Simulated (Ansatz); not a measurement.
**Ti: equation of state**

How stiff is Ti, and at what volume does the pressure vanish? The cell is scaled evenly, atoms carried along, and solved with LAPW, PAW and all-electron datasets made for the crystal.

This is Ti in the fcc structure; at room conditions it is hcp.

Computed with Ansatz 0.2.0 (DFT LDA, scalar-relativistic, unless a step's input says otherwise).

**1. The starting structure**

The structure is cubic, space group Fm-3m (No. 225). The conventional cell has a = 4.060 Å, b = 4.060 Å, c = 4.060 Å, α = 90.00°, β = 90.00°, γ = 90.00°. Ti (site symmetry m-3m) has 12 Ti at 2.87 Å as nearest neighbours.

Structure file:

```
Ti
1.0
     0.00000    2.03000    2.03000
     2.03000    0.00000    2.03000
     2.03000    2.03000    0.00000
Ti
1
Direct
  0.00000 0.00000 0.00000
```

The cell is a deposited one (Crystallography Open Database entry 1534878); the temperature and pressure of the measurement aren't taken into account, and nothing was relaxed.

**2. Volume × 0.94, LAPW**

Contents of input.yaml:

```yaml
crystal:
  lattice:
    - [0.0, 1.9885598007, 1.9885598007]
    - [1.9885598007, 0.0, 1.9885598007]
    - [1.9885598007, 1.9885598007, 0.0]
  atoms:
    - { symbol: Ti, position: [0.0, 0.0, 0.0] }
kpoints:
  mp_grid: { grid: [15, 15, 15] }
  band_path:
    path:
      - [0.0, 0.0, 0.0]
      - [0.5, 0.0, 0.5]
      - [0.625, 0.25, 0.625]
      - [0.375, 0.375, 0.75]
      - [0.0, 0.0, 0.0]
      - [0.5, 0.5, 0.5]
      - [0.5, 0.25, 0.75]
      - [0.5, 0.0, 0.5]
    npoints: 5
scf:
  occupations: { method: fermi_dirac, width: 0.05 }
hamiltonian:
  xc: lda
  pseudopotentials: { kind: all_electron, lapw: { basis_error: 0.00025 } }
output:
  forces: true
  stress: true
  eigenvalues: true
```

Started as:

```
ansatz run input.yaml --threads 1 --pin off --max-ram 3072MiB --backend cpu --events-out ev --progress --plain --runs-dir out
```

Standard output (excerpt; [...] marks lines left out):

```text
LAPW: plane waves up to 8.423 Å⁻¹, error target 2.5e-4 eV per atom; small_component_spin mean_spin; Ti in spheres of 1.406 Å, 12 of its electrons in bands, Dirac shells []
[...]
Pseudopotentials: kind: all_electron
Pseudopotential: Ti, LAPW, valence charge 12, Koelling and Harmon's equation, gaussian nucleus
Functional definition: SPW92
[...]
Crystal: 1 atoms, lattice volume = 15.727 Å³
Basis set: ecut = 270.3069932490573 eV, 169 PW (Γ), exchange–correlation at level 2
Bands: 10, of which v1, the nominal top of the filled ones, is band 6 counted from 1 (5 counted from 0)
Symmetry: 48 space group operations
Space group: Fm-3m (ITA 225), of the structure as read, at distance tolerance 2.5e-5 Å
[...]
NSCF: frozen V_eff on 36 k-points
SCF converged after 6 iterations
Free energy (F): -23184.017558 eV
[...]
E sigma→0 (E₀):  -23184.010759 eV
Entropy (-TS):   -0.013598 eV (-13.598 meV/atom)
Fermi energy:    15.054708 eV
[...]
--- Forces (eV/Å), atoms counted from 1 ---
  atom   1  Ti    -0.00000000     0.00000000    -0.00000000
[...]
--- Stress (GPa, compression-positive) ---
        2.425256      -0.000000      -0.000000
       -0.000000       2.425256      -0.000000
       -0.000000      -0.000000       2.425256
  P = ⅓ Tr σ = 2.4253 GPa (24.253 kbar)
--- Band table (eV; the first three rows and the last of 120) ---
  k-point 0: bands = ["-40.8891", "-16.9216", "-16.9216", "-16.9216", "8.8416", "15.9487", "15.9487", "15.9487", "17.7986", "17.7986"]
[...]
```

Run time: 7.3 s. Hardware: 1 thread of Arm Neoverse V2, shared host; peak memory 0.28 GiB.

Read from it: pressure 2.43 GPa; no gap.

**3. Volume × 0.94, PAW**

Contents of input.yaml:

```yaml
crystal:
  lattice:
    - [0.0, 1.9885598007, 1.9885598007]
    - [1.9885598007, 0.0, 1.9885598007]
    - [1.9885598007, 1.9885598007, 0.0]
  atoms:
    - { symbol: Ti, position: [0.0, 0.0, 0.0] }
kpoints:
  mp_grid: { grid: [15, 15, 15] }
scf:
  occupations: { method: fermi_dirac, width: 0.05 }
hamiltonian:
  xc: lda
  pseudopotentials: { kind: paw }
output:
  forces: true
  stress: true
  eigenvalues: true
  efg: { contact_densities: true }
```

Started as:

```
ansatz run input.yaml --threads 1 --pin off --max-ram 3072MiB --backend cpu --events-out ev --progress --plain --runs-dir out
```

Standard output (excerpt; [...] marks lines left out):

```text
[...]
Pseudopotentials: kind: paw
Pseudopotential: Ti, paw, valence charge 12, recommended cutoff 420 eV (normal)
[... 1 set-up line as earlier in the session ...]
[...]
Crystal: 1 atoms, lattice volume = 15.727 Å³
Basis set: ecut = 420 eV, 331 PW (Γ)
Bands: 10, of which v1, the nominal top of the filled ones, is band 6 counted from 1 (5 counted from 0)
[... 1 set-up line as earlier in the session ...]
[...]
  P = ⅓ Tr σ = 2.4136 GPa (24.136 kbar)
--- PAW observables at the nuclei: V_zz in 10²¹ V/m², potentials from the cell's mean, atoms counted from 1 ---
  atom   1  Ti V_zz =    +0.000000   η = 0.0000   by run symmetry: forbidden
            electrostatic potential = -2533.038446 V   contact ρ = 56427.258092 e/Å³
--- Band table (eV; the first three rows and the last of 120) ---
  k-point 0: bands = ["-41.3629", "-17.3924", "-17.3924", "-17.3924", "8.3782", "15.4849", "15.4849", "15.4849", "17.3335", "17.3335"]
[...]
```

Run time: 1.8 s. Hardware: 1 thread of Arm Neoverse V2, shared host; peak memory 0.31 GiB.

In short: pressure 2.41 GPa; no gap.

**4. Volume × 0.94, crystal datasets**

input.yaml: that of step 3 with these lines changed.

```diff
@@ -13,3 +13,3 @@
   xc: lda
-  pseudopotentials: { kind: paw }
+  pseudopotentials: { kind: all_electron, datasets: crystal }
 output:
```

Started as:

```
ansatz run input.yaml --threads 1 --pin off --max-ram 3072MiB --backend cpu --events-out ev --progress --plain --runs-dir out
```

Standard output (excerpt; [...] marks lines left out):

```text
[...]
band count auto-derived: 7 (N_el = 4.0; filled up to band 2; 6 by the electrons, moments and atoms)
[...]
[... 1 set-up line as earlier in the session ...]
Pseudopotential: Ti, paw, valence charge 12, recommended cutoff 280 eV (normal), Koelling and Harmon's equation, gaussian nucleus
[... 1 set-up line as earlier in the session ...]
[...]
Crystal: 1 atoms, lattice volume = 15.727 Å³
Basis set: ecut = 280 eV, 169 PW (Γ)
[...]
  P = ⅓ Tr σ = 2.4277 GPa (24.277 kbar)
  It holds what live shells' own plane waves past their cutoff add
--- PAW observables at the nuclei: V_zz in 10²¹ V/m², potentials from the cell's mean, atoms counted from 1 ---
  atom   1  Ti V_zz =    -0.000000   η = 0.0000   by run symmetry: forbidden
            electrostatic potential = -2529.992286 V   contact ρ = 56473.763915 e/Å³
--- Band table (eV; the first three rows and the last of 120) ---
  k-point 0: bands = ["8.8416", "15.9487", "15.9487", "15.9487", "17.7985"]
[...]
```

Wall time 3.4 s (1 thread of Arm Neoverse V2, shared host); peak memory 0.32 GiB.

This run gives: pressure 2.43 GPa; no gap.

**5. Volume × 0.9405, LAPW**

Contents of input.yaml:

```yaml
crystal:
  lattice:
    - [0.0, 1.9889123197, 1.9889123197]
    - [1.9889123197, 0.0, 1.9889123197]
    - [1.9889123197, 1.9889123197, 0.0]
  atoms:
    - { symbol: Ti, position: [0.0, 0.0, 0.0] }
kpoints:
  mp_grid: { grid: [15, 15, 15] }
scf:
  occupations: { method: fermi_dirac, width: 0.05 }
hamiltonian:
  xc: lda
  pseudopotentials: { kind: all_electron, lapw: { basis_error: 0.00025 } }
output:
  forces: true
  stress: true
  eigenvalues: true
```

Started as:

```
ansatz run input.yaml --threads 1 --pin off --max-ram 3072MiB --backend cpu --events-out ev --progress --plain --runs-dir out
```

Standard output (excerpt; [...] marks lines left out):

```text
LAPW: plane waves up to 8.421 Å⁻¹, error target 2.5e-4 eV per atom; small_component_spin mean_spin; Ti in spheres of 1.406 Å, 12 of its electrons in bands, Dirac shells []
[...]
[... 3 set-up lines as earlier in the session ...]
[...]
Crystal: 1 atoms, lattice volume = 15.735 Å³
[...]
--- Forces (eV/Å), atoms counted from 1 ---
  atom   1  Ti    -0.00000000    -0.00000000    -0.00000000
[...]
--- Stress (GPa, compression-positive) ---
        2.356473      -0.000000      -0.000000
       -0.000000       2.356473      -0.000000
       -0.000000      -0.000000       2.356473
  P = ⅓ Tr σ = 2.3565 GPa (23.565 kbar)
--- Band table (eV; the first three rows and the last of 120) ---
  k-point 0: bands = ["-40.8993", "-16.9326", "-16.9326", "-16.9326", "8.8331", "15.9391", "15.9391", "15.9391", "17.7876", "17.7876"]
[...]
```

Wall time 6.1 s (1 thread of Arm Neoverse V2, shared host); peak memory 0.28 GiB.

In short: pressure 2.36 GPa; no gap.

**6. Volume × 0.9405, PAW**

input.yaml: that of step 5 with these lines changed.

```diff
@@ -13,3 +13,3 @@
   xc: lda
-  pseudopotentials: { kind: all_electron, lapw: { basis_error: 0.00025 } }
+  pseudopotentials: { kind: paw }
 output:
@@ -18 +18,2 @@
   eigenvalues: true
+  efg: { contact_densities: true }
```

Started as:

```
ansatz run input.yaml --threads 1 --pin off --max-ram 3072MiB --backend cpu --events-out ev --progress --plain --runs-dir out
```

Standard output (excerpt; [...] marks lines left out):

```text
[...]
[... 3 set-up lines as earlier in the session ...]
[...]
Crystal: 1 atoms, lattice volume = 15.735 Å³
Basis set: ecut = 420 eV, 331 PW (Γ)
Bands: 10, of which v1, the nominal top of the filled ones, is band 6 counted from 1 (5 counted from 0)
[... 1 set-up line as earlier in the session ...]
[...]
  P = ⅓ Tr σ = 2.3449 GPa (23.449 kbar)
--- PAW observables at the nuclei: V_zz in 10²¹ V/m², potentials from the cell's mean, atoms counted from 1 ---
  atom   1  Ti V_zz =    -0.000000   η = 0.0000   by run symmetry: forbidden
            electrostatic potential = -2533.027350 V   contact ρ = 56427.249810 e/Å³
--- Band table (eV; the first three rows and the last of 120) ---
  k-point 0: bands = ["-41.3728", "-17.4031", "-17.4031", "-17.4031", "8.3700", "15.4756", "15.4756", "15.4756", "17.3228", "17.3228"]
[...]
```

It took 1.6 s on 1 thread of Arm Neoverse V2, shared host; peak memory 0.31 GiB.

Result: pressure 2.34 GPa; no gap.

**7. Volume × 0.9405, crystal datasets**

input.yaml: that of step 6 with these lines changed.

```diff
@@ -13,3 +13,3 @@
   xc: lda
-  pseudopotentials: { kind: paw }
+  pseudopotentials: { kind: all_electron, datasets: crystal }
 output:
```

Started as:

```
ansatz run input.yaml --threads 1 --pin off --max-ram 3072MiB --backend cpu --events-out ev --progress --plain --runs-dir out
```

Standard output (excerpt; [...] marks lines left out):

```text
[...]
band count auto-derived: 7 (N_el = 4.0; filled up to band 2; 6 by the electrons, moments and atoms)
[...]
[... 3 set-up lines as earlier in the session ...]
[...]
Crystal: 1 atoms, lattice volume = 15.735 Å³
Basis set: ecut = 280 eV, 169 PW (Γ)
[...]
  P = ⅓ Tr σ = 2.3589 GPa (23.589 kbar)
  It holds what live shells' own plane waves past their cutoff add
--- PAW observables at the nuclei: V_zz in 10²¹ V/m², potentials from the cell's mean, atoms counted from 1 ---
  atom   1  Ti V_zz =    -0.000000   η = 0.0000   by run symmetry: forbidden
            electrostatic potential = -2529.981197 V   contact ρ = 56473.756117 e/Å³
--- Band table (eV; the first three rows and the last of 120) ---
  k-point 0: bands = ["8.8331", "15.9390", "15.9390", "15.9390", "17.7875"]
[...]
```

Run time: 3.3 s. Hardware: 1 thread of Arm Neoverse V2, shared host; peak memory 0.32 GiB.

This run gives: pressure 2.36 GPa; no gap.

**8. Volume × 0.96, LAPW**

Contents of input.yaml:

```yaml
crystal:
  lattice:
    - [0.0, 2.0025642044, 2.0025642044]
    - [2.0025642044, 0.0, 2.0025642044]
    - [2.0025642044, 2.0025642044, 0.0]
  atoms:
    - { symbol: Ti, position: [0.0, 0.0, 0.0] }
kpoints:
  mp_grid: { grid: [15, 15, 15] }
  band_path:
    path:
      - [0.0, 0.0, 0.0]
      - [0.5, 0.0, 0.5]
      - [0.625, 0.25, 0.625]
      - [0.375, 0.375, 0.75]
      - [0.0, 0.0, 0.0]
      - [0.5, 0.5, 0.5]
      - [0.5, 0.25, 0.75]
      - [0.5, 0.0, 0.5]
    npoints: 5
scf:
  occupations: { method: fermi_dirac, width: 0.05 }
hamiltonian:
  xc: lda
  pseudopotentials: { kind: all_electron, lapw: { basis_error: 0.00025 } }
output:
  forces: true
  stress: true
  eigenvalues: true
```

Started as:

```
ansatz run input.yaml --threads 1 --pin off --max-ram 3072MiB --backend cpu --events-out ev --progress --plain --runs-dir out
```

Standard output (excerpt; [...] marks lines left out):

```text
LAPW: plane waves up to 8.363 Å⁻¹, error target 2.5e-4 eV per atom; small_component_spin mean_spin; Ti in spheres of 1.416 Å, 12 of its electrons in bands, Dirac shells []
[...]
[... 3 set-up lines as earlier in the session ...]
[...]
Crystal: 1 atoms, lattice volume = 16.062 Å³
[...]
--- Forces (eV/Å), atoms counted from 1 ---
  atom   1  Ti     0.00000000     0.00000000     0.00000000
[...]
--- Stress (GPa, compression-positive) ---
       -0.209642      -0.000000       0.000000
       -0.000000      -0.209642      -0.000000
        0.000000      -0.000000      -0.209642
  P = ⅓ Tr σ = -0.2096 GPa (-2.096 kbar)
--- Band table (eV; the first three rows and the last of 120) ---
  k-point 0: bands = ["-41.2882", "-17.3535", "-17.3535", "-17.3535", "8.5109", "15.5704", "15.5704", "15.5704", "17.3669", "17.3669"]
[...]
```

Run time: 8.5 s. Hardware: 1 thread of Arm Neoverse V2, shared host; peak memory 0.27 GiB.

Result: pressure -0.21 GPa; no gap.

**9. Volume × 0.96, PAW**

Contents of input.yaml:

```yaml
crystal:
  lattice:
    - [0.0, 2.0025642044, 2.0025642044]
    - [2.0025642044, 0.0, 2.0025642044]
    - [2.0025642044, 2.0025642044, 0.0]
  atoms:
    - { symbol: Ti, position: [0.0, 0.0, 0.0] }
kpoints:
  mp_grid: { grid: [15, 15, 15] }
scf:
  occupations: { method: fermi_dirac, width: 0.05 }
hamiltonian:
  xc: lda
  pseudopotentials: { kind: paw }
output:
  forces: true
  stress: true
  eigenvalues: true
  efg: { contact_densities: true }
```

Started as:

```
ansatz run input.yaml --threads 1 --pin off --max-ram 3072MiB --backend cpu --events-out ev --progress --plain --runs-dir out
```

Standard output (excerpt; [...] marks lines left out):

```text
[...]
[... 3 set-up lines as earlier in the session ...]
[...]
Crystal: 1 atoms, lattice volume = 16.062 Å³
Basis set: ecut = 420 eV, 331 PW (Γ)
Bands: 10, of which v1, the nominal top of the filled ones, is band 6 counted from 1 (5 counted from 0)
[... 1 set-up line as earlier in the session ...]
[...]
  P = ⅓ Tr σ = -0.2207 GPa (-2.207 kbar)
--- PAW observables at the nuclei: V_zz in 10²¹ V/m², potentials from the cell's mean, atoms counted from 1 ---
  atom   1  Ti V_zz =    -0.000000   η = 0.0000   by run symmetry: forbidden
            electrostatic potential = -2532.603374 V   contact ρ = 56426.948501 e/Å³
--- Band table (eV; the first three rows and the last of 120) ---
  k-point 0: bands = ["-41.7519", "-17.8141", "-17.8141", "-17.8141", "8.0577", "15.1168", "15.1168", "15.1168", "16.9120", "16.9120"]
[...]
```

Wall time 1.8 s (1 thread of Arm Neoverse V2, shared host); peak memory 0.31 GiB.

Read from it: pressure -0.22 GPa; no gap.

**10. Volume × 0.96, crystal datasets**

input.yaml: that of step 9 with these lines changed.

```diff
@@ -13,3 +13,3 @@
   xc: lda
-  pseudopotentials: { kind: paw }
+  pseudopotentials: { kind: all_electron, datasets: crystal }
 output:
```

Started as:

```
ansatz run input.yaml --threads 1 --pin off --max-ram 3072MiB --backend cpu --events-out ev --progress --plain --runs-dir out
```

Standard output (excerpt; [...] marks lines left out):

```text
[...]
band count auto-derived: 7 (N_el = 4.0; filled up to band 2; 6 by the electrons, moments and atoms)
[...]
[... 3 set-up lines as earlier in the session ...]
[...]
Crystal: 1 atoms, lattice volume = 16.062 Å³
Basis set: ecut = 280 eV, 169 PW (Γ)
[...]
  P = ⅓ Tr σ = -0.2067 GPa (-2.067 kbar)
  It holds what live shells' own plane waves past their cutoff add
--- PAW observables at the nuclei: V_zz in 10²¹ V/m², potentials from the cell's mean, atoms counted from 1 ---
  atom   1  Ti V_zz =    +0.000000   η = 0.0000   by run symmetry: forbidden
            electrostatic potential = -2529.556440 V   contact ρ = 56473.476518 e/Å³
--- Band table (eV; the first three rows and the last of 120) ---
  k-point 0: bands = ["8.5109", "15.5702", "15.5702", "15.5702", "17.3667"]
[...]
```

It took 3.3 s on 1 thread of Arm Neoverse V2, shared host; peak memory 0.33 GiB.

Result: pressure -0.21 GPa; no gap.

**11. Volume × 0.97, LAPW**

Contents of input.yaml:

```yaml
crystal:
  lattice:
    - [0.0, 2.0094935475, 2.0094935475]
    - [2.0094935475, 0.0, 2.0094935475]
    - [2.0094935475, 2.0094935475, 0.0]
  atoms:
    - { symbol: Ti, position: [0.0, 0.0, 0.0] }
kpoints:
  mp_grid: { grid: [15, 15, 15] }
scf:
  occupations: { method: fermi_dirac, width: 0.05 }
hamiltonian:
  xc: lda
  pseudopotentials: { kind: all_electron, lapw: { basis_error: 0.00025 } }
output:
  forces: true
  stress: true
  eigenvalues: true
```

Started as:

```
ansatz run input.yaml --threads 1 --pin off --max-ram 3072MiB --backend cpu --events-out ev --progress --plain --runs-dir out
```

Standard output (excerpt; [...] marks lines left out):

```text
LAPW: plane waves up to 8.334 Å⁻¹, error target 2.5e-4 eV per atom; small_component_spin mean_spin; Ti in spheres of 1.421 Å, 12 of its electrons in bands, Dirac shells []
[...]
[... 3 set-up lines as earlier in the session ...]
[...]
Crystal: 1 atoms, lattice volume = 16.229 Å³
[...]
--- Forces (eV/Å), atoms counted from 1 ---
  atom   1  Ti    -0.00000000     0.00000000    -0.00000000
[...]
--- Stress (GPa, compression-positive) ---
       -1.441408       0.000000       0.000000
        0.000000      -1.441408      -0.000000
        0.000000      -0.000000      -1.441408
  P = ⅓ Tr σ = -1.4414 GPa (-14.414 kbar)
--- Band table (eV; the first three rows and the last of 120) ---
  k-point 0: bands = ["-41.4827", "-17.5632", "-17.5632", "-17.5632", "8.3515", "15.3864", "15.3864", "15.3864", "17.1571", "17.1571"]
[...]
```

Wall time 6.5 s (1 thread of Arm Neoverse V2, shared host); peak memory 0.28 GiB.

Result: pressure -1.44 GPa; no gap.

**12. Volume × 0.97, PAW**

input.yaml: that of step 11 with these lines changed.

```diff
@@ -13,3 +13,3 @@
   xc: lda
-  pseudopotentials: { kind: all_electron, lapw: { basis_error: 0.00025 } }
+  pseudopotentials: { kind: paw }
 output:
@@ -18 +18,2 @@
   eigenvalues: true
+  efg: { contact_densities: true }
```

Started as:

```
ansatz run input.yaml --threads 1 --pin off --max-ram 3072MiB --backend cpu --events-out ev --progress --plain --runs-dir out
```

Standard output (excerpt; [...] marks lines left out):

```text
[...]
[... 3 set-up lines as earlier in the session ...]
[...]
Crystal: 1 atoms, lattice volume = 16.229 Å³
Basis set: ecut = 420 eV, 331 PW (Γ)
Bands: 10, of which v1, the nominal top of the filled ones, is band 6 counted from 1 (5 counted from 0)
[... 1 set-up line as earlier in the session ...]
[...]
  P = ⅓ Tr σ = -1.4524 GPa (-14.524 kbar)
--- PAW observables at the nuclei: V_zz in 10²¹ V/m², potentials from the cell's mean, atoms counted from 1 ---
  atom   1  Ti V_zz =    -0.000000   η = 0.0000   by run symmetry: forbidden
            electrostatic potential = -2532.391912 V   contact ρ = 56426.795041 e/Å³
--- Band table (eV; the first three rows and the last of 120) ---
  k-point 0: bands = ["-41.9415", "-18.0190", "-18.0190", "-18.0190", "7.9033", "14.9377", "14.9377", "14.9377", "16.7072", "16.7072"]
[...]
```

Run time: 1.8 s. Hardware: 1 thread of Arm Neoverse V2, shared host; peak memory 0.3 GiB.

In short: pressure -1.45 GPa; no gap.

**13. Volume × 0.98, LAPW**

Contents of input.yaml:

```yaml
crystal:
  lattice:
    - [0.0, 2.0163754284, 2.0163754284]
    - [2.0163754284, 0.0, 2.0163754284]
    - [2.0163754284, 2.0163754284, 0.0]
  atoms:
    - { symbol: Ti, position: [0.0, 0.0, 0.0] }
kpoints:
  mp_grid: { grid: [15, 15, 15] }
  band_path:
    path:
      - [0.0, 0.0, 0.0]
      - [0.5, 0.0, 0.5]
      - [0.625, 0.25, 0.625]
      - [0.375, 0.375, 0.75]
      - [0.0, 0.0, 0.0]
      - [0.5, 0.5, 0.5]
      - [0.5, 0.25, 0.75]
      - [0.5, 0.0, 0.5]
    npoints: 5
scf:
  occupations: { method: fermi_dirac, width: 0.05 }
hamiltonian:
  xc: lda
  pseudopotentials: { kind: all_electron, lapw: { basis_error: 0.00025 } }
output:
  forces: true
  stress: true
  eigenvalues: true
```

Started as:

```
ansatz run input.yaml --threads 1 --pin off --max-ram 3072MiB --backend cpu --events-out ev --progress --plain --runs-dir out
```

Standard output (excerpt; [...] marks lines left out):

```text
LAPW: plane waves up to 8.305 Å⁻¹, error target 2.5e-4 eV per atom; small_component_spin mean_spin; Ti in spheres of 1.426 Å, 12 of its electrons in bands, Dirac shells []
[...]
[... 3 set-up lines as earlier in the session ...]
[...]
Crystal: 1 atoms, lattice volume = 16.396 Å³
[...]
--- Forces (eV/Å), atoms counted from 1 ---
  atom   1  Ti    -0.00000000     0.00000000     0.00000000
[...]
--- Stress (GPa, compression-positive) ---
       -2.619340       0.000000       0.000000
        0.000000      -2.619340       0.000000
        0.000000       0.000000      -2.619340
  P = ⅓ Tr σ = -2.6193 GPa (-26.193 kbar)
--- Band table (eV; the first three rows and the last of 120) ---
  k-point 0: bands = ["-41.6738", "-17.7690", "-17.7690", "-17.7690", "8.1959", "15.2058", "15.2058", "15.2058", "16.9513", "16.9513"]
[...]
```

Run time: 7.8 s. Hardware: 1 thread of Arm Neoverse V2, shared host; peak memory 0.28 GiB.

This run gives: pressure -2.62 GPa; no gap.

**14. Volume × 0.98, PAW**

Contents of input.yaml:

```yaml
crystal:
  lattice:
    - [0.0, 2.0163754284, 2.0163754284]
    - [2.0163754284, 0.0, 2.0163754284]
    - [2.0163754284, 2.0163754284, 0.0]
  atoms:
    - { symbol: Ti, position: [0.0, 0.0, 0.0] }
kpoints:
  mp_grid: { grid: [15, 15, 15] }
scf:
  occupations: { method: fermi_dirac, width: 0.05 }
hamiltonian:
  xc: lda
  pseudopotentials: { kind: paw }
output:
  forces: true
  stress: true
  eigenvalues: true
  efg: { contact_densities: true }
```

Started as:

```
ansatz run input.yaml --threads 1 --pin off --max-ram 3072MiB --backend cpu --events-out ev --progress --plain --runs-dir out
```

Standard output (excerpt; [...] marks lines left out):

```text
[...]
[... 3 set-up lines as earlier in the session ...]
[...]
Crystal: 1 atoms, lattice volume = 16.396 Å³
Basis set: ecut = 420 eV, 331 PW (Γ)
Bands: 10, of which v1, the nominal top of the filled ones, is band 6 counted from 1 (5 counted from 0)
[... 1 set-up line as earlier in the session ...]
[...]
  P = ⅓ Tr σ = -2.6300 GPa (-26.300 kbar)
--- PAW observables at the nuclei: V_zz in 10²¹ V/m², potentials from the cell's mean, atoms counted from 1 ---
  atom   1  Ti V_zz =    -0.000000   η = 0.0000   by run symmetry: forbidden
            electrostatic potential = -2532.183469 V   contact ρ = 56426.645495 e/Å³
--- Band table (eV; the first three rows and the last of 120) ---
  k-point 0: bands = ["-42.1279", "-18.2199", "-18.2199", "-18.2199", "7.7525", "14.7619", "14.7619", "14.7619", "16.5062", "16.5062"]
[...]
```

Run time: 1.8 s. Hardware: 1 thread of Arm Neoverse V2, shared host; peak memory 0.3 GiB.

Result: pressure -2.63 GPa; no gap.

[end of part 1 of 3]
